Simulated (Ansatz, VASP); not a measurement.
# Cross-check of GaSb between VASP and Ansatz

Wanted: the spread between two codes on one cell, functional and k mesh. The cell is taken from a series of runs on this material, whose earlier steps may have relaxed, scaled, displaced or heated it; both programs get it as it stands.

Method: plane waves, with VASP 6.6.1 beside it; zone-centre phonons at LDA, in Ansatz 0.2.0.

## (1) The structure

It takes space group I-4m2 (No. 119, tetragonal). The conventional cell has a = 4.228 Å, b = 4.228 Å, c = 6.291 Å, α = 90.00°, β = 90.00°, γ = 90.00°. Nearest to Ga lie 4 Sb at 2.63 Å. Sb has 4 Ga at 2.63 Å nearest. Farther neighbours are not listed.

## (2) Ansatz: zone-centre phonons, LDA

Ansatz runs on its PAW soft_1 files.

Second derivatives magnify differences that forces hide, and they need a tight electronic threshold.

input.yaml reads:

```yaml
crystal:
  lattice:
    - [0.0, 2.9893910471, 3.1453407819]
    - [2.9893910471, 0.0, 3.1453407819]
    - [2.9893910471, 2.9893910471, 0.0]
  atoms:
    - { symbol: Ga, position: [0.0, 0.0, 0.0] }
    - { symbol: Sb, position: [0.75, 0.75, 0.75] }
kpoints:
  mp_grid: { grid: [12, 12, 12] }
hamiltonian:
  xc: lda
  pseudopotentials: { kind: paw, azcp: { folder: soft_1 }, xc_functional: pbe }
scf:
  occupations: { method: methfessel_paxton, width: 0.2 }
output:
  eigenvalues: true
phonons:
  method: dfpt
```

On the command line:

```console
ansatz run input.yaml --threads 4 --pin off --max-ram 10240MiB --backend cpu --events-out ev --progress --plain --runs-dir out
```

Numbers of over 12 decimals in the logs are rounded to 6 here.

The program printed:

```text
zone centre: on kpoints.mp_grid the ground state, and the responses unless they are solved on pairs of k-points, stand on 280 of the mesh's 1728 k-points, reduced under 4 symmetry operations, with k and −k counted as one. Each operation leaves every solved displacement unchanged or reverses it
Engine: ansatz 0.2.0, x86_64-unknown-linux-gnu
Pseudopotentials: kind: paw
Pseudopotential: Ga, paw, valence charge 13, recommended cutoff 420 eV (normal), soft_1/Ga.paw.azcp
Pseudopotential: Sb, paw, valence charge 15, recommended cutoff 420 eV (normal), soft_1/Sb.paw.azcp
Functional definition: SPW92
  exchange = slater_x
  correlation = pw_c
Crystal: 2 atoms, lattice volume = 56.216 Å³
Basis set: ecut = 420 eV, 1103 PW (Γ), exchange–correlation on 60×60×60 points (8 copies of the dense FFT grid, shifted against one another)
Bands: 18, of which v1, the nominal top of the filled ones, is band 14 counted from 1 (13 counted from 0)
Symmetry: 8 space group operations
k-points: 280 of 1728 (irreducible under 4 space group operations, time reversal used)
Non-local potential: Ga, projectors of the file, l = 0: 2, l = 1: 2, l = 2: 3, l = 3: 1
Non-local potential: Sb, projectors of the file, l = 0: 2, l = 1: 2, l = 2: 2, l = 3: 1
PAW form: soft (Blöchl's): semilocal exchange-correlation on the pseudo side does not see the compensation charge
PAW frozen core: Ga, regenerated for the run's functional, and the local potential with it (the file was generated under x = pbe(κ = 0.804, μ = 0.219515), c = pbe(β = 0.066725))
PAW frozen core: Sb, regenerated for the run's functional, and the local potential with it (the file was generated under x = pbe(κ = 0.804, μ = 0.219515), c = pbe(β = 0.066725))
PAW one-centre angular grid: Ga, 590 points (default); XC on 64 Gauss nodes
PAW one-centre angular grid: Sb, 590 points (default); XC on 64 Gauss nodes
Initial density: superposition of atomic densities (chi_scale 0.1, normalization cell, long waves kept (reshape's long-wave potential 0.00 eV rms))
Initial wavefunctions: pseudopotential atomic-orbital guess
Functional: x = slater, c = lda
SCF iter   1: F=—  HF=-10043.232278 eV  |F-HF|=—  |Δ(HF+E_count)|=         —  Δρ=3.09e-2  dr2=4.46e-1  ethr=3.10e-3  ⟨swp⟩=5.5  Hψ=25728  notcnv=0
preconditioner: auto → none  [insulator: Δε(μ)=0.215 eV  Ē_g=14.884 eV  σ=0.200 eV  W_gap=0.65  n_scr=14 (ndim 8)  ℏωp=21.0 eV  f_vac=0.005  D(μ)=0.03/eV (n_scr^D=0)  ε∞_Penn≈3.0]
SCF iter   2: F=—  HF=-10043.118230 eV  |F-HF|=—  |Δ(HF+E_count)|=   1.14e-1  S|Δr|=    0.00e0  Δρ=1.37e-2  dr2=6.77e-2  ethr=1.59e-3  ⟨swp⟩=2.0  Hψ=8392  notcnv=0
SCF iter   3: F=—  HF=-10043.110086 eV  |F-HF|=—  |Δ(HF+E_count)|=   8.14e-3  S|Δr|=    0.00e0  Δρ=4.97e-3  dr2=1.30e-2  ethr=2.42e-4  ⟨swp⟩=2.0  Hψ=8571  notcnv=0
SCF iter   4: F=—  HF=-10043.104607 eV  |F-HF|=—  |Δ(HF+E_count)|=   5.48e-3  S|Δr|=    0.00e0  Δρ=9.04e-4  dr2=2.57e-4  ethr=4.64e-5  ⟨swp⟩=2.0  Hψ=7561  notcnv=0
SCF iter   5: F=—  HF=-10043.104536 eV  |F-HF|=—  |Δ(HF+E_count)|=   7.06e-5  S|Δr|=    0.00e0  Δρ=4.34e-4  dr2=3.42e-5  ethr=9.19e-7  ⟨swp⟩=2.0  Hψ=7563  notcnv=0
SCF iter   6: F=—  HF=-10043.104534 eV  |F-HF|=—  |Δ(HF+E_count)|=   2.44e-6  S|Δr|=    0.00e0  Δρ=2.08e-5  dr2=1.73e-7  ethr=1.22e-7  ⟨swp⟩=2.0  Hψ=7865  notcnv=0
SCF iter   7: F=—  HF=-10043.104533 eV  |F-HF|=—  |Δ(HF+E_count)|=   6.46e-7  S|Δr|=    0.00e0  Δρ=4.53e-6  dr2=6.78e-9  ethr=6.17e-10  ⟨swp⟩=2.0  Hψ=8972  notcnv=0
SCF iter   8: F=—  HF=-10043.104533 eV  |F-HF|=—  |Δ(HF+E_count)|=   1.16e-9  S|Δr|=    0.00e0  Δρ=9.41e-7  dr2=2.91e-10  ethr=2.42e-11  ⟨swp⟩=2.2  Hψ=7997  notcnv=0
SCF iter   9: F=-10043.104533 eV  HF=-10043.104533 eV  |F-HF|=3.64e-12  |Δ(HF+E_count)|=  1.56e-10  S|Δr|=    0.00e0  Δρ=1.03e-7  dr2=2.16e-12  ethr=1.00e-12  ⟨swp⟩=5.0  Hψ=27859  notcnv=0
SCF 1 converged in 9 iterations: F = -10043.104533 eV  dr2 = 2.16e-12
  greatest PAW one-centre occupation: 0.996 electrons in one spin orbital (limit 2), on the Sb atom at site 1 (counted from 0), in its partial waves of l = 2
DFPT response loops at Γ: preconditioner auto → Kerker (q_TF=auto, 2.429 Å⁻¹) (partly filled bands, converged f_vac=0.073); β = 1.00, the filter's whole step (`scf.mixing.beta` (0.50) is not read by the response loops under this deck's `scf.mixing.preconditioner`; to damp them name `kerker` or `kerker_dos`, under which they read `scf.mixing.beta`, and type it under 1.00, their step now; both keys bind the ground state too); Broyden in place of MSR1
SCF converged after 9 iterations
Stability not checked: this state was not tested for a lower state beside it, because cold or Methfessel-Paxton smearing, or corrected tetrahedra, fill the levels in a way that the test cannot read (fill_not_monotonic; see scf.lower_state_search)
Free energy (F): -10043.104533 eV
Harris-Foulkes:  -10043.104533 eV  (|F-HF|=3.64e-12)
Internal energy: -10043.104935 eV  (E = F + TS)
E sigma→0 (E₀):  -10043.104634 eV
Entropy (-TS):   0.000401 eV (0.201 meV/atom)
Fermi energy:    7.868464 eV
Step filling:    the computed levels leave a gap of 0.0000 eV = 0.0 smearing widths at the electron count; against every level under it full and every level over it empty, smearing changes F+E_penalty+E_count by +0.135 meV and its σ→0 estimate by +0.034 meV
--- Per-component energies (eV) ---
  E_band       = -261.633949
  E_kinetic    = 277.334095
  E_local      = -3361.830970  (includes V_loc(G=0)·N_el)
  E_nonlocal   = 302.794570
  E_hartree    = 1719.056909
  E_xc         = -161.365048
  E_vxc        = -147.407077  (∫ρ·V_xc dr)
  E_paw        = -6311.305509  (= ΣΔE_a)
  E_vpaw       = -770.638233  (= ΣTr[D̂ρ^β])
  E_aug_tail   = -0.000098  (compensation charges beyond the density's cutoff)
  E_ewald      = -2510.076176
  E_core_change = 2.287292  (= ΣΔE_core)
  E_smearing   = 0.000401  (= −TS)
  E_closure    = -0.000000  (closes the sum)
  Σ components = -10043.104533   (vs F -10043.104533, Δ=0.00e0)
--- Band table (eV; the first three rows and the last of 280) ---
  k-point 0: bands = [... 10 lower, -3.9203, 7.5225, 7.6726, 7.8433, 7.8433, 10.4735, 10.4735, 10.6246]
  k-point 1: bands = [... 10 lower, -3.8474, 6.3647, 7.5004, 7.7254, 8.5873, 10.6273, 10.6488, 10.8789]
  k-point 2: bands = [... 10 lower, -3.6329, 4.9620, 7.1931, 7.4615, 8.6816, 11.0421, 11.0460, 11.7114]
  k-point 279: bands = [... 10 lower, -1.5512, 0.6624, 5.3215, 5.3215, 8.8305, 9.1004, 16.4474, 16.4474]
--- Phonons (Γ-DFPT): 4 representative perturbations + reference, on 280 of 1728 k-points (Σ response iterations 12) ---
  k mesh reduced under 4 symmetry operations, with k and −k counted as one. Each operation leaves every solved displacement unchanged or reverses it
  ASR residual: 1.917e-4 → 0.000e0 eV/Å²; symmetrization residual: 8.575e-6 eV/Å²
  ASR residual per site (eV/Å²): 1.92e-4 2.40e-5
  Γ frequencies (cm⁻¹): 0.00 0.00 0.00 218.61 219.66 219.66
  non-analytic LO–TO correction: not included (Born effective charges unavailable; polar crystals: no LO–TO splitting at Γ)
```

The column dr2 measures how far the density is from self-consistency, as an energy; F and HF (Harris–Foulkes) agree once it is small.

[end of part 1 of 2]

[Lines on the potential files, build, host, timing and source positions are cut from VASP's logs without a mark.]

[Logs are printed without paths, hosts, clocks, repeated set-up lines and the standing remarks that a program may print on its own settings, such as how far it seeks lower states.]

[Hosts, paths, dates, database ids (printed as entryN), source tags and the programs' standing remarks are cut or masked in the printed files.]
